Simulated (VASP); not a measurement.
Input of a VASP 6.6.1 run:

The input INCAR:

```
SYSTEM = NaI
PREC = Accurate ; ENCUT = 600
EDIFF = 1E-7 ; ISMEAR = -1
SIGMA = 0.05 ; LREAL = .FALSE.
LASPH = .TRUE. ; NELM = 100
ALGO = Fast ; ISIF = 3
LWAVE = .FALSE. ; LCHARG = .FALSE.
GGA = BO ; LUSE_VDW = .TRUE.
AGGAC = 0.0 ; PARAM1 = 0.1833333333
PARAM2 = 0.22 ; IBRION = 2
NSW = 40 ; EDIFFG = -0.01
```

The input KPOINTS:

```
Automatic mesh
0
G
  7 7 7
  0 0 0
```

The input POSCAR:

```
NaI
1.0
    0.0000000000      3.2364000000      3.2364000000
    3.2364000000      0.0000000000      3.2364000000
    3.2364000000      3.2364000000      0.0000000000
I Na
1 1
Direct
    0.5000000000      0.5000000000      0.5000000000
    0.0000000000      0.0000000000      0.0000000000
```

Potentials or basis: VASP PAW PBE potentials, release 64 (I, Na_pv).

Run with:

```bash
$ cat potpaw_PBE.64/I/POTCAR potpaw_PBE.64/Na_pv/POTCAR > POTCAR
$ mpirun -np 1 vasp_std > vasp.out
```

Question: Estimate the relaxed cell.

Answer: a = 4.554 Å, b = 4.554 Å, c = 4.554 Å, α = 60.00°, β = 60.00°, γ = 60.00°.

Question: Estimate the band gap on the k mesh.

Answer: 3.68 eV, direct.

Step by step:
```tsv
step	energy change (eV)	largest force (eV/Å)	pressure (GPa)	volume (Å³)
1	0.0000	0.0000	-0.29	67.80
2	-0.0008	0.0000	-0.14	67.19
3	-0.0011	0.0000	-0.04	66.77
```

Caveat: the PAW data sets were made with another functional, which shifts forces and pressure a little; spin-orbit coupling is left out, which moves the levels of the heavy elements.
